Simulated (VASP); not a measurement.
A VASP 6.6.1 single-point calculation on BAs

INCAR

```
ISIF = 2
NSW = 0
LCHARG = .FALSE.
PREC = Accurate
LWAVE = .FALSE.
LASPH = .TRUE.
EDIFF = 1E-7
ISMEAR = -1
ENCUT = 520
SIGMA = 0.02
LREAL = .FALSE.
NELM = 120
IBRION = -1
GGA = RP
NBANDS = 11
```

KPOINTS

```
KPOINTS created by Atomic Simulation Environment
0
Gamma
10 10 10
0 0 0
```

POSCAR

```
B  As
 1.0000000000000000
     0.0000000000000000    2.3052873174999999    2.3052873174999999
     2.3052873174999999    0.0000000000000000    2.3052873174999999
     2.3052873174999999    2.3052873174999999    0.0000000000000000
 B   As
   1   1
Cartesian
  0.0000000000000000  0.0000000000000000  0.0000000000000000
  2.3052873174999999  2.3052873174999999  2.3052873174999999
```

The recommended PBE PAW datasets give the neutral cell 8 valence electrons.

Command

```
mpirun -np 1 vasp_std
```

OSZICAR

```
N       E                     dE             d eps       ncg     rms          rms(c)
DAV:   1     0.118922316473E+02    0.11892E+02   -0.39341E+03  1034   0.652E+02
DAV:   2    -0.855428561034E+01   -0.20447E+02   -0.19640E+02  1392   0.991E+01
DAV:   3    -0.914125990425E+01   -0.58697E+00   -0.58385E+00  1277   0.149E+01
DAV:   4    -0.914263160307E+01   -0.13717E-02   -0.13715E-02  1142   0.770E-01
DAV:   5    -0.914263263301E+01   -0.10299E-05   -0.10292E-05  1202   0.237E-02    0.383E+00
DAV:   6    -0.893285507849E+01    0.20978E+00   -0.71447E-01  1061   0.316E+00    0.191E+00
DAV:   7    -0.892961182974E+01    0.32432E-02   -0.82208E-02  1228   0.140E+00    0.839E-01
DAV:   8    -0.893135897408E+01   -0.17471E-02   -0.33646E-03  1100   0.408E-01    0.562E-02
DAV:   9    -0.893142750078E+01   -0.68527E-04   -0.27222E-04  1174   0.836E-02    0.452E-02
DAV:  10    -0.893144482704E+01   -0.17326E-04   -0.32549E-05  1143   0.415E-02    0.484E-03
DAV:  11    -0.893144418585E+01    0.64119E-06   -0.49505E-06  1163   0.887E-03    0.100E-03
DAV:  12    -0.893144428038E+01   -0.94524E-07   -0.32069E-07  1127   0.387E-03
   1 F= -.89314443E+01 E0= -.89308323E+01  d E =-.122392E-02
```

From OUTCAR

```
k-points           NKPTS =     47   k-points in BZ     NKDIM =     47   number of bands    NBANDS=     11

   NELECT =       8.0000    total number of electrons

   dimension x,y,z NGX =    24 NGY =   24 NGZ =   24
   dimension x,y,z NGXF=    48 NGYF=   48 NGZF=   48

  energy-cutoff  :      520.00
  volume of cell :       24.50
      direct lattice vectors                 reciprocal lattice vectors
     0.000000000  2.305287317  2.305287317    -0.216892704  0.216892704  0.216892704
     2.305287317  0.000000000  2.305287317     0.216892704 -0.216892704  0.216892704
     2.305287317  2.305287317  0.000000000     0.216892704  0.216892704 -0.216892704

 k-points in reciprocal lattice and weights: KPOINTS created by Atomic Simulation Env
   0.00000000  0.00000000  0.00000000       0.001
   0.10000000  0.00000000  0.00000000       0.008
   0.20000000  0.00000000  0.00000000       0.008
   0.30000000  0.00000000  0.00000000       0.008
   0.40000000  0.00000000  0.00000000       0.008
   0.50000000  0.00000000  0.00000000       0.004
   0.10000000  0.10000000  0.00000000       0.006
   0.20000000  0.10000000  0.00000000       0.024
   ...

 E-fermi :   7.3724

 k-point     1 :       0.0000    0.0000    0.0000
  band No.  band energies     occupation
      1      -8.5376      2.00000
      2       7.3900      0.58471
      3       7.3900      0.58471
      4       7.3900      0.58470
      5      10.9010      0.00000
      6      15.1225      0.00000
      7      15.1225      0.00000
      8      15.1225      0.00000
      9      16.2123      0.00000
     10      16.2123      0.00000
     11      16.2123      0.00000

 k-point     2 :       0.1000    0.0000    0.0000
  band No.  band energies     occupation
      1      -8.3464      2.00000
      2       6.0475      2.00000
      3       7.3749      0.93539
      4       7.3749      0.93538
      5      11.5298      0.00000
      6      14.1876      0.00000
      7      14.1876      0.00000
      8      14.8023      0.00000
      9      16.1545      0.00000
     10      16.6387      0.00000
     11      16.6387      0.00000

 k-point     3 :       0.2000    0.0000    0.0000
  band No.  band energies     occupation
      1      -7.7768      2.00000
      2       3.6080      2.00000
      3       7.3848      0.69904
      4       7.3848      0.69903
      5      11.9128      0.00000
      6      12.5180      0.00000
      7      12.5180      0.00000
      8      14.1462      0.00000
      9      16.8800      0.00000
     10      17.8291      0.00000
     11      17.8291      0.00000

 k-point     4 :       0.3000    0.0000    0.0000
  band No.  band energies     occupation
      1      -6.8477      2.00000
      2       1.1029      2.00000
      3       7.5320      0.00068
      4       7.5320      0.00068
      5      10.9283      0.00000
      6      10.9283      0.00000
      7      11.7902      0.00000
      8      13.4942      0.00000
      9      18.4288      0.00000
     10      19.6594      0.00000
     11      19.6594      0.00000

 k-point     5 :       0.4000    0.0000    0.0000
  band No.  band energies     occupation
      1      -5.6378      2.00000
      2      -1.1162      2.00000
      3       7.9115      0.00000
      4       7.9115      0.00000
      5       9.6127      0.00000
      6       9.6127      0.00000
      7      11.6321      0.00000
      8      13.0170      0.00000
      9      20.2023      0.00000
     10      21.9784      0.00000
     11      21.9784      0.00000

 ...

  Total        0.3875512      0.3875512      0.3875512      0.0000000      0.0000000     -0.0000000
  in kB       25.3416297     25.3416297     25.3416297      0.0000000      0.0000000     -0.0000000
  external PRESSURE =      25.3416297 kB  Pullay stress =       0.0000000 kB

 POSITION                                       TOTAL-FORCE (eV/Angst)
 -----------------------------------------------------------------------------------
      0.00000      0.00000      0.00000         0.000000      0.000000     -0.000000
      2.30529      2.30529      2.30529        -0.000000     -0.000000      0.000000
 -----------------------------------------------------------------------------------
    total drift:                                0.000000     -0.000000     -0.000000

  FREE ENERGIE OF THE ION-ELECTRON SYSTEM (eV)
  ---------------------------------------------------
  free  energy   TOTEN  =        -8.9314442804 eV

  energy  without entropy=       -8.9302203595  energy(sigma->0) =       -8.93083232
```

It converged. Results: gap between bands v and c on the k mesh -4.81 eV (bands overlap: a metal); least direct gap on the k mesh 0.26 eV; pressure 2.5 GPa. Band v is the last that the valence electrons fill when counted band by band, and c is the next.

For comparison, a separate PBEsol run of the intended cell, on usual settings and not on those above, gives a gap of -4.74 eV on its mesh and a pressure of -3.4 GPa.

The run above took about 9.3 s on one core of a shared host (Intel Xeon Platinum 8488C) and held 0.14 GiB at most.
